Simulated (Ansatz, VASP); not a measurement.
BaTiO3: VASP beside Ansatz

Contents of INCAR:

```
ALGO = Normal ; EDIFF = 1E-8
ENCUT = 520 ; GGA = PE
ISIF = 2 ; ISMEAR = -1
LASPH = True ; LCHARG = False
LEFG = True ; LREAL = False
LWAVE = False ; NBANDS = 28
NELM = 100 ; PREC = Accurate
SIGMA = 0.08
```

The input KPOINTS:

```
k-points
0
Gamma
  7 7 7
```

Contents of POSCAR:

```
BaTiO3
1.0
    3.9998000000      0.0000000000      0.0000000000
    0.0000000000      3.9998000000      0.0000000000
    0.0000000000      0.0000000000      4.0983600000
Ba Ti O
1 1 3
Direct
    0.0000000000      0.0000000000      0.0000000000
    0.5000000000      0.5000000000      0.4820000000
    0.5000000000      0.5000000000      0.0160000000
    0.5000000000      0.0000000000      0.5150000000
    0.0000000000      0.5000000000      0.5150000000
```

Input for Ansatz:

```yaml
crystal:
  lattice:
    - [3.9998, 0.0, 0.0]
    - [0.0, 3.9998, 0.0]
    - [0.0, 0.0, 4.09836]
  atoms:
    - { symbol: Ba, position: [0.0, 0.0, 0.0] }
    - { symbol: Ti, position: [0.5, 0.5, 0.482] }
    - { symbol: O, position: [0.5, 0.5, 0.016] }
    - { symbol: O, position: [0.5, 0.0, 0.515] }
    - { symbol: O, position: [0.0, 0.5, 0.515] }
kpoints:
  mp_grid: { grid: [7, 7, 7] }
scf:
  occupations: { method: fermi_dirac, width: 0.08 }
hamiltonian:
  xc: pbe
  pseudopotentials: { kind: paw }
output:
  forces: true
  stress: true
  eigenvalues: true
  efg: { contact_densities: true }
  write_density: true
  write_potential: true
  elf: true
  volumetric_format: npy
```

Change from the starting cell: zz strain of +2 %, PAW files.

Alike in both runs: task electric field gradients; functional PBE; k mesh 7 × 7 × 7; occupations fermi-dirac, width 0.08 eV; no spin polarisation.

|  | VASP | Ansatz |
| --- | --- | --- |
| version | VASP 6.6.1 | Ansatz 0.2.0 |
| potentials or method | VASP PAW PBE potentials, release 64 (Ba_sv, Ti_sv, O) | PAW with Ansatz's default frozen-core files, scalar-relativistic |
| plane-wave cutoff (eV) | 520 | 420 |
| valence electrons in the cell | 40 | 40 |

Ansatz gave:

```
pressure (GPa)                                                 : -0.6
largest component of the traceless stress (GPa)                : 1.38
rms of the force components (eV/Å)                             : 0.192
Vzz of the field gradient on the site that differs most (V/Å²) : 15.1
```

Question: Which values does VASP return?

Answer: Pressure (GPa): 1.1; largest component of the traceless stress (GPa): 1.42; rms of the force components (eV/Å): 0.180; Vzz of the field gradient on the site that differs most (V/Å²): 13.7.

Atom by atom the forces differ by 0.015 eV/Å (rms over components). The functional is the same, so the differences come from potentials, cutoffs and numerics. Ansatz warned: «gradients_without_spin_orbit».

Caveats: spin-orbit coupling is left out, which moves the levels of the heavy elements; an odd mesh through Γ misses points on the zone boundary, where band edges often lie.
